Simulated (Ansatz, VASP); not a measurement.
## Two plane-wave programs on AlN

```
Al N
1.0
     3.13028    0.00000    0.00000
    -1.56514    2.71090    0.00000
     0.00000    0.00000    5.01512
Al N
2 2
Cartesian
  0.0000 1.8073 -0.0042
  1.5651 0.9036 2.5033
  0.0000 1.8073 1.9100
  1.5651 0.9036 4.4175
```

Alike in both runs: functional PBE; k mesh 8 × 8 × 4; occupations gaussian, width 0.05 eV; no spin polarisation.

Ansatz relaxed the structure, and its values are those at the end. VASP's run is a single point on that final structure, the one shown.

|  | VASP | Ansatz |
| --- | --- | --- |
| version | VASP 6.6.1 | Ansatz 0.2.0 |
| potentials or method | VASP PAW PBE potentials, release 64 (Al, N) | scalar-relativistic, plane waves, PAW |
| plane-wave cutoff (eV) | 520 | 420 |
| valence electrons in the cell | 16 | 16 |

```tsv
	VASP	Ansatz	Ansatz less VASP
gap on the k mesh at the Fermi level (eV)	4.04	4.04	-0.009
least direct gap on the mesh (eV)	4.04	4.04	-0.009
pressure (GPa)	-0.2	0.1	+0.30
```

As with any semilocal functional, this PBE gap is likely too small.
